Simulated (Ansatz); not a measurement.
Au in Ansatz: convergence with xc grid

Crystal: Au.

```xyz
2
Lattice="2.9000 0.0000 0.0000 -1.4500 2.5115 0.0000 0.0000 0.0000 4.8800" Properties=species:S:1:pos:R:3 pbc="T T T"
Au    1.4500    0.8372    1.2200
Au    0.0000    1.6743    3.6600
```

This isn't the form of Au at room conditions, which is fcc.

- Program: Ansatz 0.2.0
- Task: convergence study
- Functional: r2SCAN
- Potentials or basis: Ansatz PAW
- Cutoff: 500 eV (not typed: the program's choice for these potentials)
- k mesh: 9 × 9 × 5
- Occupations: methfessel-paxton, width 0.1 eV
- Spin: no spin polarisation

These are the settings of the first run; the series varies xc grid, with any setting tied to it.

Hardware: 2 threads of Arm Neoverse V1, with other jobs on the host.

```
xc grid  energy less the tightest run, at zero smearing (meV/atom)  SCF cycles  CPU time (s)  peak memory (GiB)
      1                                                      -0.02           6           3.6                0.3
      2                                                       0.00           6           3.7               0.31
      3                                                       0.00           6           3.8               0.34
      4                                                       0.00           6             4               0.38
      5                                                       0.00           6           4.3               0.46
```

Against the tightest run, the energy stays within 1 meV/atom from 1 on. The tightest run that finished is the yardstick and may itself not be fully converged.

 Spin-orbit coupling is left out, which matters for the levels of Au.
